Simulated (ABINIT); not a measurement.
# Ta2C: single point with LDA

The system is Ta2C.

```
Ta C
1.0
     3.10590    0.00000    0.00000
    -1.55295    2.68979    0.00000
     0.00000    0.00000    4.94640
Ta C
2 1
Cartesian
  1.5530 0.8966 3.6999
  0.0000 1.7932 1.2465
  0.0000 0.0000 0.0000
```

| Item | Value |
| --- | --- |
| Program | ABINIT 10.8.3 (patched build) |
| Task | single point |
| Functional | LDA |
| Potentials or basis | PseudoDojo NC SR LDA v0.4.1 standard |
| Cutoff | 844 eV |
| k mesh | 8 × 8 × 4 |
| Occupations | fermi-dirac, width 0.05 eV |
| Spin | no spin polarisation |

- Largest force: 0.139 eV/Å
- Band gap on the k mesh: none (metal or under the smearing width)
- Valence electrons inside the program's atomic spheres: Ta 9.25; C 4.14

Forces on the atoms (eV/Å):
```
Ta   0.000  0.000  0.139
Ta   0.000  0.000 -0.139
C    0.000  0.000  0.000
```

Levels at points of the mesh, in eV from the Fermi level:
| k point | band 11 | band 12 | band 13 | band 14 | band 15 | band 16 | band 17 | band 18 | band 19 |
| --- | --- | --- | --- | --- | --- | --- | --- | --- | --- |
| (0.00, 0.00, 0.00) | -3.63 | -3.63 | -2.96 | -0.07 | 0.45 | 0.45 | 1.07 | 1.07 | 2.30 |
| (0.50, 0.00, 0.00) | -4.34 | -4.02 | -3.71 | -1.78 | -0.28 | 3.24 | 3.37 | 4.57 | 5.00 |
| (0.00, 0.00, 0.50) | -3.87 | -3.87 | -1.80 | -1.59 | -0.33 | -0.33 | 2.88 | 2.89 | 3.38 |
| (0.50, 0.00, 0.50) | -4.61 | -3.60 | -2.54 | -1.13 | -1.00 | 1.51 | 1.51 | 4.20 | 4.76 |

Wall time 51 s on 1 thread of Arm Neoverse V1, with other jobs on the host, peak memory 0.08 GiB.

 The run has no spin-orbit coupling, so splittings on Ta are missing.
